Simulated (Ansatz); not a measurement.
Input of an Ansatz 0.2.0 run:

input.yaml

```yaml
crystal:
  lattice:
    - [2.9794804, -0.10061659, 0.32377096]
    - [-0.10061659, 2.58301288, 0.26188432]
    - [0.32377096, 0.26188432, 2.54855196]
  atoms:
    - { symbol: As, position: [0.5, 0.5, 0.5] }
kpoints:
  mp_grid: { grid: [9, 10, 11] }
scf:
  occupations: { method: fermi_dirac, width: 0.05 }
hamiltonian:
  xc: pbe
  pseudopotentials: { kind: all_electron, lapw: { basis_error: 0.001 } }
output:
  forces: true
  stress: true
  eigenvalues: true
  populations: true
```

Potentials or basis: all-electron LAPW, scalar-relativistic.

Launch:

```sh
$ ansatz run input.yaml --threads 1 --pin off --max-ram 3072MiB --backend cpu --events-out ev --progress --plain --runs-dir out
```

(1) Estimate the band gap on the k mesh.

(2) What does it give for the pressure?

Results:

(1) none (metal or under the smearing width).

(2) 7.5 GPa.
